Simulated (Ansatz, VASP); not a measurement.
# MgS in VASP and in Ansatz

```
CELL_PARAMETERS angstrom
2.58090 2.58090 0.00000
-2.58090 2.58090 0.00000
0.00000 0.00000 5.28559
ATOMIC_POSITIONS crystal
Mg 0.00000 0.00000 0.00000
Mg 0.50000 0.50000 0.50000
S 0.50000 0.50000 0.00000
S 0.00000 0.00000 0.50000
```

Change from the starting cell: uniaxial strain along c, a, b and atoms relaxed: +2.0 %.

Alike in both runs: functional PBEsol; k mesh 6 × 6 × 6; occupations gaussian, width 0.02 eV; no spin polarisation.

Ansatz relaxed the structure, and its values are those at the end. VASP's run is a single point on that final structure, the one shown.

```csv
,VASP,Ansatz
version,VASP 6.6.1,Ansatz 0.2.0
potentials or method,"VASP PAW PBE potentials, release 64 (Mg, S)","scalar-relativistic, plane waves, PAW"
plane-wave cutoff (eV),520,420
valence electrons in the cell,16,32
```

|  | VASP | Ansatz | Ansatz less VASP |
| --- | --- | --- | --- |
| gap on the k mesh at the Fermi level (eV) | 2.60 | 2.60 | -0.002 |
| least direct gap on the mesh (eV) | 2.73 | 2.73 | -0.003 |
| pressure (GPa) | -1.0 | -0.8 | +0.20 |

The two sets of potentials don't hold the same shells in valence.

Caveats: the PAW data sets were made with another functional, which shifts forces and pressure a little (VASP). A k mesh can miss the band edges.
